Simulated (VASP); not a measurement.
Wanted: the native input for a VASP 6.6.1 run.

- Task: relaxation of cell and atoms
- Functional: r2SCAN
- Potentials or basis: VASP PAW PBE potentials, release 64 (Zn, Se)
- Cutoff: 600 eV
- k mesh: 8 × 8 × 8
- Occupations: gaussian, width 0.03 eV
- Spin: no spin polarisation
- Further INCAR settings: ALGO = Normal; EDIFF = 1e-07; IBRION = 2; EDIFFG = -0.005; NSW = 90; ISIF = 3

The structure of ZnSe (Stilleite) lies in POSCAR:

```
ZnSe                                    
1.0
    0.0000000000      2.8338000000      2.8338000000
    2.8338000000      0.0000000000      2.8338000000
    2.8338000000      2.8338000000      0.0000000000
  Zn              Se            
     1     1
Direct
     0.0000000000000000    0.0000000000000000    0.0000000000000000
     0.2500000000000000    0.2500000000000000    0.2500000000000000
```

The input as run:

INCAR

```
SYSTEM = ZnSe
PREC = Accurate
ENCUT = 600
EDIFF = 1E-7
ISMEAR = 0
SIGMA = 0.03
LREAL = .FALSE.
LASPH = .TRUE.
NELM = 80
ALGO = Normal
ISIF = 3
LWAVE = .FALSE.
LCHARG = .FALSE.
METAGGA = R2SCAN
LMIXTAU = .TRUE.
IBRION = 2
NSW = 90
EDIFFG = -0.005
```

KPOINTS

```
regular mesh
0
G
  8 8 8
  0 0 0
```

Potentials or basis: VASP PAW PBE potentials, release 64 (Zn, Se).

The run is started by

```console
$ cat potpaw_PBE.64/Zn/POTCAR potpaw_PBE.64/Se/POTCAR > POTCAR
$ mpirun -np 1 vasp_std > vasp.out
```

Results of the run:

```json
{"Pressure after relaxing": "0.0 GPa", "Band gap on the k mesh": "1.87 eV, direct"}
```

Caveat: the relaxation stopped at its first step, so nothing moved; the PAW data sets were made with another functional, which shifts forces and pressure a little.

Wall time 32 s on 1 thread of Intel(R) Xeon(R) 6975P-C (Granite Rapids), on a shared host, peak memory 0.2 GiB.
